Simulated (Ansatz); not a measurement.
Consider the following.

GeO2:
```cif
data_Ge2O4
_chemical_formula_sum 'Ge2 O4'
_space_group_name_H-M_alt 'P 1'
_space_group_IT_number 1
_cell_length_a 4.37934
_cell_length_b 4.37934
_cell_length_c 2.86450
_cell_angle_alpha 90.000
_cell_angle_beta 90.000
_cell_angle_gamma 90.000
loop_
_space_group_symop_operation_xyz
  'x, y, z'
loop_
_atom_site_label
_atom_site_type_symbol
_atom_site_fract_x
_atom_site_fract_y
_atom_site_fract_z
_atom_site_occupancy
Ge1 Ge 0.50000 0.50000 0.50000 1
Ge2 Ge 0.00000 0.00000 0.00000 1
O1 O 0.69418 0.69418 0.00000 1
O2 O 0.30582 0.30582 0.00000 1
O3 O 0.80582 0.19418 0.50000 1
O4 O 0.19418 0.80582 0.50000 1
```

This is the LDA-relaxed structure.

**Question.** All from the program Ansatz at the LDA level (PAW), unless another level is named. Estimate the zero-point energy.

**Answer.** 83.2 meV/atom.

**Question.** And the Young's modulus?

**Answer.** 357 GPa.

**Question.** Give the vibrational entropy at 300 K.

**Answer.** 13.9 J/(K·mol of atoms).

Space group P4_2/mnm (rutile). The LDA relaxation kept the symmetry of its start; phonons on a q-mesh show no instability.

Potentials: the later of the program's two PAW sets.
